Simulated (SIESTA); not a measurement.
An input for SIESTA 5.4.2 (Al2Pt):

The input Al2Pt.fdf:

```
SystemName                      Al2Pt
SystemLabel                     Al2Pt
NumberOfSpecies                 2
NumberOfAtoms                   3
%block ChemicalSpeciesLabel
  1  78 Pt
  2  13 Al
%endblock ChemicalSpeciesLabel

LatticeConstant                 1.0 Ang
%block LatticeVectors
     0.0000000000     2.9550000000     2.9550000000
     2.9550000000     0.0000000000     2.9550000000
     2.9550000000     2.9550000000     0.0000000000
%endblock LatticeVectors
AtomicCoordinatesFormat         Fractional
%block AtomicCoordinatesAndAtomicSpecies
     0.0000000000     0.0000000000     0.0000000000  1  Pt
     0.7500000000     0.7500000000     0.7500000000  2  Al
     0.2500000000     0.2500000000     0.2500000000  2  Al
%endblock AtomicCoordinatesAndAtomicSpecies

%block kgrid.MonkhorstPack
    8   0   0  0.0
    0   8   0  0.0
    0   0   8  0.0
%endblock kgrid.MonkhorstPack
XC.Functional                   GGA
XC.Authors                      PBE
PAO.BasisSize                   DZP
PAO.EnergyShift                 0.003 Ry
Mesh.Cutoff                     800
OccupationFunction              FD
ElectronicTemperature           0.05 eV
MaxSCFIterations                80
SCF.MustConverge                false
SCF.Mixer.Method                Pulay
SCF.Mixer.Weight                0.25
SCF.Mixer.History               8
SCF.DM.Tolerance                5.0e-05
SCF.H.Tolerance                 1.0e-03 eV
WriteForces                     true
Charge.Mulliken                 end
Charge.Hirshfeld                end
Charge.Voronoi                  end
SaveRho                         true
SaveElectrostaticPotential      true
%block PAO.Basis
  Pt 5
  n=5 0 2
    2.732 0.000
  n=6 0 2
    7.326 0.000
  n=5 1 2
    3.260 0.000
  n=6 1 1
    7.326
  n=5 2 2
    5.692 0.000
%endblock PAO.Basis
```

Potentials or basis: PseudoDojo 0.4 standard (PBE files), DZP (energy shift 0.003 Ry; two zetas on semicore shells).

Command:

```console
$ siesta < Al2Pt.fdf > Al2Pt.out 2>&1
```

Question: Does this run start?

Answer: The run stopped without a result. It printed:

Al2Pt.out:

```text
Version         : 5.4.2

                           ***********************
                           *  WELCOME TO SIESTA  *
                           ***********************

 NOTE: Siesta V5 introduces some new defaults for basis-set generation
 NOTE: which might lead to slightly different numerical results.
 NOTE: Please see the manual for full details and compatibility measures.

[... 443 lines left out ...]
atom: Total number of Sankey-type orbitals: 13

atm_pop: Valence configuration (for local Pseudopot. screening):
STOP Stopping Program
*************************************************************
ERROR

FDF module: fdf_physical:  no unit specified for MeshCutoff

     File: fdf.F90
[... 67 lines left out ...]
redata: Spin configuration                          = none
redata: Number of spin components                   = 1
redata: Time-Reversal Symmetry                      = T
redata: Spin spiral                                 = F
redata: Long output                                 =   F
redata: Number of Atomic Species                    =        2
redata: Charge density info will appear in .RHO file
redata: Write Mulliken charges (when)               = end
redata: Write Mulliken Pop.                         = Atomic and Orbital charges
redata: Write Hirshfeld charges (when)              = end
redata: Write Voronoi charges (when)                = end
redata: Write spin charge (when)                    = none
redata: Matel table size (NRTAB)                    =     1024
```
